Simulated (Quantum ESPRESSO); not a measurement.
The system is AgCl (Chlorargyrite).

```
Ag Cl
1.0
     0.00000    2.73500    2.73500
     2.73500    0.00000    2.73500
     2.73500    2.73500    0.00000
Ag Cl
1 1
Direct
  0.00000 0.00000 0.00000
  0.50000 0.50000 0.50000
```

Base run:

```yaml
Program: Quantum ESPRESSO 7.5
Functional: LDA
Potentials_or_basis: SG15 PBE 1.2
Cutoff: 952 eV
Density_cutoff: 3810 eV
k_mesh: 8 × 8 × 8
Occupations: fermi-dirac, width 0.05 eV
Spin: no spin polarisation
```

Its results: band gap on the k mesh 0.52 eV, indirect (least direct gap 3.00 eV); pressure -3.5 GPa.

Q: The run is repeated on the same cell with these changes: functional from LDA to RPBE. What comes out?

A: Band gap on the k mesh 1.17 eV, indirect (least direct gap 3.53 eV); pressure 7.5 GPa.

RPBE binds less tightly than LDA, so the same cell stands under more pressure.

Caveats: the potentials were made for another functional, which shifts forces and pressure; this potential file gives levels or pressures that part from those of other sets.
